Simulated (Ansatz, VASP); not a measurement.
**NaCl in VASP and in Ansatz**

```
Na Cl
1.0
     0.00000    2.69351    2.69351
     2.69351    0.00000    2.69351
     2.69351    2.69351    0.00000
Na Cl
1 1
Direct
  0.00000 0.00000 0.00000
  0.50000 0.50000 0.50000
```

Alike in both runs: functional PBEsol; k mesh 8 × 8 × 8; no spin polarisation.

Ansatz relaxed the structure, and its values are those at the end. VASP's run is a single point on that final structure, the one shown.

|  | VASP | Ansatz |
| --- | --- | --- |
| version | VASP 6.6.1 | Ansatz 0.2.0 |
| potentials or method | VASP PAW PBE potentials, release 64 (Na_pv, Cl) | PAW with Ansatz's default frozen-core files, scalar-relativistic |
| plane-wave cutoff (eV) | 520 | 420 |
| occupations | gaussian, width 0.01 eV | fixed |
| valence electrons in the cell | 14 | 16 |

Ansatz gave:

| Quantity | Value |
| --- | --- |
| pressure (GPa) | 4.0 |

**Question.** What did VASP give for the same quantities?

**Answer.** Pressure (GPa): 4.1.

The two sets of potentials don't hold the same shells in valence.

Caveats: the PAW data sets were made with another functional, which shifts forces and pressure a little (VASP).
